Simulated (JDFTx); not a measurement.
The system is LiF (Griceite).

```
F Li
1.0
     0.00000    2.01400    2.01400
     2.01400    0.00000    2.01400
     2.01400    2.01400    0.00000
F Li
1 1
Direct
  0.50000 0.50000 0.50000
  0.00000 0.00000 0.00000
```

Base run:

```yaml
Program: JDFTx 1.7.0 (patched build)
Functional: LDA
Potentials_or_basis: PseudoDojo-SR-LDA-0.4.1-standard with smoothed tails
Cutoff: 1143 eV
Density_cutoff: 9143 eV
k_mesh: 11 × 11 × 11
Occupations: fermi-dirac, width 0.05 eV
Spin: no spin polarisation
```

Its results: band gap on the k mesh 8.86 eV, direct; pressure -6.7 GPa.

Problem. The run is repeated on the same cell with these changes: functional from LDA to r2SCAN; potentials or basis from PseudoDojo-SR-LDA-0.4.1-standard with smoothed tails to SG15-PBE-1.2 with smoothed tails; cutoff from 1143 eV to 1361 eV; density cutoff from 9143 eV to 10885 eV. What comes out?

Solution. Band gap on the k mesh 10.10 eV, direct; pressure -2.0 GPa.

Caveats: an odd mesh through Γ misses points on the zone boundary, where band edges often lie; the potentials were made for another functional, which shifts forces and pressure (some runs).
